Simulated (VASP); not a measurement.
Input of a VASP 6.6.1 run:

INCAR

```
PREC     = Accurate       # precision mode
ENCUT    = 600            # plane-wave cutoff, eV
EDIFF    = 1E-6           # SCF threshold, eV
ISMEAR   = 0              # smearing method
SIGMA    = 0.03           # smearing width, eV
LREAL    = F              # projectors in reciprocal space
LASPH    = T              # aspherical terms in the spheres
NELM     = 80             # most SCF steps
ALGO     = Normal         # electronic algorithm
ISIF     = 3              # what is computed and relaxed
LWAVE    = F              # write WAVECAR
LCHARG   = F              # write CHGCAR
GGA      = PS             # functional
IBRION   = 2              # ionic algorithm
NSW      = 90             # ionic steps
EDIFFG   = -0.01          # ionic threshold
```

KPOINTS

```
Automatic mesh
0
Gamma
  8 8 6
```

File POSCAR:

```
SnO
1.0
    3.7986000000      0.0000000000      0.0000000000
    0.0000000000      3.7986000000      0.0000000000
    0.0000000000      0.0000000000      4.8408000000
Sn O
2 2
Direct
    0.5000000000      0.0000000000      0.2369000000
    0.0000000000      0.5000000000      0.7631000000
    0.0000000000      0.0000000000      0.0000000000
    0.5000000000      0.5000000000      0.0000000000
```

Potentials or basis: VASP PAW PBE potentials, release 64 (Sn_d, O).

Launch:

```console
$ cat potpaw_PBE.64/Sn_d/POTCAR potpaw_PBE.64/O/POTCAR > POTCAR
$ mpirun -np 1 vasp_std > vasp.out
```

(1) What does it give for the relaxed volume?

(2) Estimate the relaxed cell.

Answers

(1) 17.10 Å³/atom.

(2) a = 3.804 Å, b = 3.804 Å, c = 4.728 Å, α = 90.00°, β = 90.00°, γ = 90.00°.

Caveat: the PAW data sets were made with another functional, which shifts forces and pressure a little.
